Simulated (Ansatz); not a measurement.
Space group P4_2/mnm (No. 136). a = 5.417 Å, b = 5.417 Å, c = 3.300 Å, α = 90.00°, β = 90.00°, γ = 90.00°
```json
{"atom": "Zr", "site": "4f", "symmetry": "m.2m", "x": "0.2966", "y": "0.2966", "z": "0.0000"}
{"atom": "N", "site": "2a", "symmetry": "m.mm", "x": "0.0000", "y": "0.0000", "z": "0.0000"}
```

Equation of state of this Zr₂N structure (not necessarily the ground state), with shape and atoms relaxed at each volume where symmetry leaves them free. It has no gap at any of these volumes. Level of theory: Ansatz 0.2.0, DFT r2SCAN, scalar-relativistic, plane waves, PAW.

Plane waves to 500 eV, a k mesh through Γ of 8×8×10 on the computed 6-atom cell and Gaussian smearing (0.10 eV); no spin polarisation.

```tsv
V (Å³/atom)	E − E(largest V) (meV/atom)	P (GPa)
14.205	134.57	30.16
14.689	57.68	20.88
15.173	6.93	12.86
15.657	-21.24	5.94
16.142	-30.02	0.00
16.626	-22.13	-5.09
17.110	0.00	-9.43
```

Task: Fit a third-order Birch–Murnaghan equation to E(V).

Result: V0 = 16.14 Å³/atom, B0 = 183 GPa, B0' = 4.0.